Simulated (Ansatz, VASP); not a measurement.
## One calculation of Rh, two programs

INCAR

```
SYSTEM = Rh
ALGO     = Normal         ! electronic algorithm
EDIFF    = 1E-7           ! SCF threshold, eV
ENCUT    = 520            ! plane-wave cutoff, eV
GGA      = PE             ! functional
ISIF     = 2              ! what is computed and relaxed
ISMEAR   = -1             ! smearing method
LASPH    = .True.         ! aspherical terms in the spheres
LCHARG   = .True.         ! write CHGCAR
LELF     = .True.         ! ELF
LREAL    = .False.        ! projectors in reciprocal space
LVHAR    = .True.       
LWAVE    = .False.        ! write WAVECAR
NBANDS   = 14             ! bands
NELM     = 100            ! most SCF steps
PREC     = Accurate       ! precision mode
SIGMA    = 0.05           ! smearing width, eV
```

File KPOINTS:

```
k-points
0
Gamma
  17 17 17
  0 0 0
```

POSCAR

```
Rh
1.0
    0.0000000000      1.6588408665      1.6588408665
    1.6588408665      0.0000000000      1.6588408665
    1.6588408665      1.6588408665      0.0000000000
Rh
1
Direct
    0.0000000000      0.0000000000      0.0000000000
```

Input for Ansatz:

```yaml
crystal:
  lattice:
    - [0.0, 1.6588408665, 1.6588408665]
    - [1.6588408665, 0.0, 1.6588408665]
    - [1.6588408665, 1.6588408665, 0.0]
  atoms:
    - { symbol: Rh, position: [0.0, 0.0, 0.0] }
kpoints:
  mp_grid: { grid: [17, 17, 17] }
scf:
  occupations: { method: fermi_dirac, width: 0.05 }
hamiltonian:
  xc: pbe
  pseudopotentials: { kind: all_electron, lapw: { basis_error: 0.001 } }
output:
  forces: true
  stress: true
  eigenvalues: true
  populations: true
```

Change from the starting cell: volume scaled by 0.65, LAPW.

Alike in both runs: task single point; functional PBE; k mesh 17 × 17 × 17; occupations fermi-dirac, width 0.05 eV; no spin polarisation.

|  | VASP | Ansatz |
| --- | --- | --- |
| version | VASP 6.6.1 | Ansatz 0.2.0 |
| potentials or method | VASP PAW PBE potentials, release 64 (Rh_pv) | all-electron LAPW, scalar-relativistic |
| plane-wave cutoff (eV) | 520 | see its input |

|  | VASP | Ansatz | Ansatz less VASP |
| --- | --- | --- | --- |
| pressure (GPa) | 325.8 | 323.1 | -2.69 |

Ansatz ran all-electron here, so the differences hold the error of VASP's frozen core and of both bases.

Caveats: the cell as given lies far from equilibrium; so large a pressure means that the cell lies far from this level's equilibrium, or that cutoff or potentials fall short (VASP).
